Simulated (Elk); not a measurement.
An Elk run on BeS with settings drawn from a wide range, so not all are converged; totals and levels move with the basis, and no second program has checked them. All numbers below come from DFT, LDA (von Barth-Hedin), all-electron APW+lo, Dirac cores, scalar-relativistic bands (Elk 11.2.3 with local patches). Elk's input is in atomic units.

Command: `OMP_NUM_THREADS=1 elk` The run took 8.3 min on 1 thread of Intel(R) Xeon(R) Platinum 8259CL CPU @ 2.50GHz (Skylake/Cascade Lake), on a shared host, peak memory 0.09 GiB.

```
tasks
  0
  110
  115
  10
  33
  43
  53

xctype
  5

rgkmax
  5.5

gmaxvr
  10

lmaxapw
  9

lmaxo
  6

lmaxi
  4

nrmtscf
  2.5

nempty
  12

epspot
  1e-05

epsengy
  0.0001

maxscl
  100

swidth
  0.004

stype
  1

lradstp
  2

mixtype
  3

hmaxvr
  6

tforce
  .false.

lorbcnd
  .true.

autolinengy
  .true.

sppath
  './'

avec
  0.00000000000 4.52065142416 4.52065142416
  4.52065142416 0.00000000000 4.52065142416
  4.52065142416 4.52065142416 0.00000000000

atoms
  2
  'Be.in'
  1
  0.000000000000 0.000000000000 0.000000000000   0.000 0.000 0.000
  'S.in'
  1
  0.250000000000 0.250000000000 0.250000000000   0.000 0.000 0.000

ngridk
  12 12 12

wplot
  120 100 1
  -0.55 0.3

plot3d
  0 0 0
  1 0 0
  0 1 0
  0 0 1
  17 17 17
```

Muffin-tin radii in the species files: S 1.60, Be 1.30 bohr.

The geometry is COD entry 9008836, unchecked; take it as a test cell. It is an old determination, and later ones may differ. The listed cell was then made from it by scaling, straining or moving an atom.

Q: What does the run give?

A: It did not converge (100 SCF iterations).
```
Warning(linengy): could not find 1 linearisation energies in s.c. loop 1
Warning(rhonorm): total charge density incorrect for s.c. loop 1
 Calculated :    19.97997972
 Required   :    20.00000000
Warning(linengy): could not find 1 linearisation energies in s.c. loop 2
Warning(rhonorm): total charge density incorrect for s.c. loop 2
 Calculated :    19.97994892
 Required   :    20.00000000
Warning(linengy): could not find 1 linearisation energies in s.c. loop 3
```
